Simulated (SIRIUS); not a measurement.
Input of a SIRIUS 7.12.0 run:

Contents of sirius.json:

```json
{
  "control": {
    "processing_unit": "cpu",
    "verbosity": 2,
    "num_bands_to_print": 16,
    "print_forces": true,
    "print_stress": true
  },
  "parameters": {
    "electronic_structure_method": "pseudopotential",
    "xc_functionals": ["XC_LDA_X", "XC_LDA_C_PW"],
    "gk_cutoff": 9.4,
    "pw_cutoff": 18.8,
    "ngridk": [12, 12, 12],
    "shiftk": [0, 0, 0],
    "smearing": "fermi_dirac",
    "smearing_width": 0.0018374661,
    "num_bands": 16,
    "num_mag_dims": 0,
    "num_dft_iter": 100,
    "energy_tol": 1e-08,
    "density_tol": 1e-06
  },
  "iterative_solver": {
    "type": "davidson",
    "min_tolerance": 1e-10
  },
  "mixer": {
    "type": "anderson",
    "beta": 0.7,
    "max_history": 8
  },
  "settings": {
    "tol_ne": 1e-10,
    "pseudo_grid_cutoff": 6.5
  },
  "unit_cell": {
    "lattice_vectors": [
      [0.0, 0.707106781187, 0.707106781187],
      [0.707106781187, 0.0, 0.707106781187],
      [0.707106781187, 0.707106781187, 0.0]
    ],
    "lattice_vectors_scale": 5.0719591737,
    "atom_coordinate_units": "lattice",
    "atom_types": ["Rh"],
    "atom_files": {
      "Rh": "Rh.json"
    },
    "atoms": {
      "Rh": [
        [0.0, 0.0, 0.0]
      ]
    }
  }
}
```

Potentials or basis: PseudoDojo 0.4.1 PBE standard (scalar relativistic).

Run with:

```sh
$ upf_to_json Rh.upf
$ OMP_NUM_THREADS=1 sirius.scf --input=sirius.json --output=out.json --task=0
```

(1) What does it give for the band gap on the k mesh?

(2) What does it give for the pressure?

Results:

(1) none (metal or under the smearing width).

(2) -9.2 GPa.

Caveat: the potentials were made for another functional, which shifts forces and pressure.
